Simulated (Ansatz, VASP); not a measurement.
Given: the input of a run of VASP 6.6.1 on Pd.

Contents of INCAR:

```
PREC = Accurate
ENCUT = 600
EDIFF = 1E-6
ISMEAR = -1
SIGMA = 0.05
LREAL = F
LASPH = T
NELM = 80
ALGO = Normal
ISIF = 3
LWAVE = F
LCHARG = F
GGA = RP
IVDW = 13
IBRION = 2
NSW = 60
EDIFFG = -0.01
```

Contents of KPOINTS:

```
Automatic mesh
0
Gamma
  12 12 12
```

POSCAR

```
Pd
1.0
    0.0000000000      1.9465000000      1.9465000000
    1.9465000000      0.0000000000      1.9465000000
    1.9465000000      1.9465000000      0.0000000000
Pd
1
Direct
    0.0000000000      0.0000000000      0.0000000000
```

Potentials or basis: VASP PAW PBE potentials, release 64 (Pd).

Run with:

```sh
$ cat potpaw_PBE.64/Pd/POTCAR > POTCAR
$ mpirun -np 1 vasp_std > vasp.out
```

Problem. Translate it to Ansatz 0.2.0. Potentials there: Ansatz PAW.

Solution. As run (the cutoff follows the program's own potentials):

The input input.yaml:

```yaml
crystal:
  lattice:
    - [0.0, 1.9465, 1.9465]
    - [1.9465, 0.0, 1.9465]
    - [1.9465, 1.9465, 0.0]
  atoms:
    - { symbol: Pd, position: [0.0, 0.0, 0.0] }
hamiltonian:
  xc: rpbe
  pseudopotentials: { kind: paw }
  dispersion: d4
kpoints:
  mp_grid: { grid: [12, 12, 12] }
scf:
  occupations: { method: fermi_dirac, width: 0.05 }
output:
  forces: true
  stress: true
relax:
  f_tol: 0.01
  max_steps: 40
  cell: { stress_tol: 0.05 }
```

Potentials or basis: Ansatz PAW.

Command:

```bash
$ ansatz run input.yaml --threads 2 --pin off --max-ram 5632MiB --backend cpu --events-out ev --progress --plain --runs-dir out
```

Both were run:

|  | VASP | Ansatz | Ansatz less VASP |
| --- | --- | --- | --- |
| relaxed volume (Å³/atom) | 14.87 | 14.91 | +0.034 |
| relaxed cell length with the largest relative difference (Å) | 2.760 | 2.762 | +0.0021 |

The two sets of potentials don't hold the same shells in valence.

Caveats: the PAW data sets were made with another functional, which shifts forces and pressure a little (VASP); pairwise dispersion overbinds metals, which lowers pressure and volume (VASP); the PAW data sets come from PBE, with cores solved anew for the run's functional, which leaves a small shift of forces and pressure (Ansatz). Zero-point motion and thermal expansion aren't in these numbers.
